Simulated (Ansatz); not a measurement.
## WC under changes of volume

One of the cells (10.542 Å³/atom); the others are scaled copies at fixed shape and fractional positions:

```
W C
1.0
     0.00000    2.19268    2.19268
     2.19268    0.00000    2.19268
     2.19268    2.19268    0.00000
W C
1 1
Direct
  0.00000 0.00000 0.00000
  0.50000 0.50000 0.50000
```

Measurements of this composition are mostly on another form, of space group No. 187.

```yaml
Program: Ansatz 0.2.0
Functional: PBEsol
Potentials_or_basis: all-electron LAPW, scalar-relativistic
Cutoff: 336 eV (chosen from the basis error)
Basis_error_allowed: 0.001 eV/atom
k_mesh: 10 × 10 × 10
Occupations: fermi-dirac, width 0.05 eV
Spin: no spin polarisation
```

| volume (Å³/atom) | energy over the lowest point (meV/atom) | pressure (GPa) |
| --- | --- | --- |
| 9.910 | 13.94 | 14.2 |
| 10.120 | ? | ? |
| 10.331 | 0.00 | -2.9 |
| 10.542 | 8.78 | -10.2 |
| 10.753 | 26.63 | -16.7 |
| 10.964 | 52.61 | -22.6 |
| 11.175 | 85.89 | -27.8 |

Problem. What does the run at 10.120 Å³/atom give?

Solution. Energy over the lowest point 1.33 meV/atom; pressure 5.2 GPa.

Worked out: A Birch-Murnaghan fit of order 3 (a polynomial in V^(-2/3)) to the other rows has its minimum at 10.25 Å³/atom with B0 = V·E''(V) = 389 GPa and B' = 4.4. It gives 1.36 meV/atom at 10.120 Å³/atom, against the run's 1.33, and -dE/dV = 5.2 GPa, against 5.2.

Energies are extrapolated to zero smearing.
